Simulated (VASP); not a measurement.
The system is WC (Qusongite).

```
W C
1.0
     2.90650    0.00000    0.00000
    -1.45325    2.51710    0.00000
     0.00000    0.00000    2.83660
W C
1 1
Direct
  0.00000 0.00000 0.00000
  0.66667 0.33333 0.50000
```

| Property | Result |
| --- | --- |
| Program | VASP 6.6.1 |
| Task | relaxation of cell and atoms |
| Functional | optB88-vdW |
| Potentials or basis | VASP PAW PBE potentials, release 64 (W_sv, C) |
| Cutoff | 600 eV |
| k mesh | 10 × 10 × 9 |
| Occupations | fermi-dirac, width 0.05 eV |
| Spin | no spin polarisation |

At the start: pressure 8.6 GPa; volume 10.38 Å³/atom.

Task: How do energy, volume and symmetry change on relaxing?

Result: Over 10 steps the energy falls by 6.0 meV/atom and the volume is 10.60 Å³/atom (+2.2 %); space group P-6m2 (No. 187, to 0.05 Å).

The path:
| step | energy change (eV) | largest force (eV/Å) | pressure (GPa) | volume (Å³) |
| --- | --- | --- | --- | --- |
| 1 | 0.0000 | 0.0000 | 8.60 | 20.75 |
| 2 | 0.0702 | 0.0000 | -19.59 | 22.47 |
| 3 | -0.0118 | 0.0000 | -0.18 | 21.21 |
| 4 | -0.0118 | 0.0000 | -0.02 | 21.20 |
| 5 | -0.0118 | 0.0000 | 0.14 | 21.19 |
| 6 | -0.0118 | 0.0000 | 0.19 | 21.20 |
| 7 | -0.0119 | 0.0000 | 0.19 | 21.20 |
| 8 | -0.0119 | 0.0000 | 0.17 | 21.20 |
| 9 | -0.0119 | 0.0000 | -0.31 | 21.22 |
| 10 | -0.0119 | 0.0000 | -0.02 | 21.21 |

Final structure:
```
W C
1.0
     2.92932    0.00000    0.00000
    -1.46466    2.53687    0.00000
     0.00000    0.00000    2.85369
W C
1 1
Direct
  0.00000 0.00000 0.00000
  0.66667 0.33333 0.50000
```

Caveat: the PAW data sets were made with another functional, which shifts forces and pressure a little.
